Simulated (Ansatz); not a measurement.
## Could AlN exist in this structure?

Plane-wave DFT in Ansatz with scalar-relativistic PAW potentials. The crystal relaxes under PBE to P6_3mc with a = 3.130 Å, c = 5.018 Å, 10.65 Å³/atom. No spin polarisation.

Space group P6_3mc (No. 186). a = 3.130 Å, b = 3.130 Å, c = 5.018 Å, α = 90.00°, β = 90.00°, γ = 120.00°
| atom | site | symmetry | x | y | z |
| --- | --- | --- | --- | --- | --- |
| Al | 2b | 3m. | 0.3333 | 0.6667 | 0.9992 |
| N | 2b | 3m. | 0.3333 | 0.6667 | 0.3808 |

Test it against the elements, against displacements at the zone centre and against strain.

- Energy over the elements: -1.368 eV/atom (PBE, standard states in the same functional, gases uncorrected)
- Optical modes at Γ: all 9 real, 237 to 705 cm⁻¹ (PBE, without the LO-TO term)
- Least eigenvalue of the elastic tensor: 111 GPa (PBE)

It passes all three tests. So it is a local minimum against everything tried and bound against the elements. Modes at other wave vectors, other structures and decomposition into other compounds weren't tested here.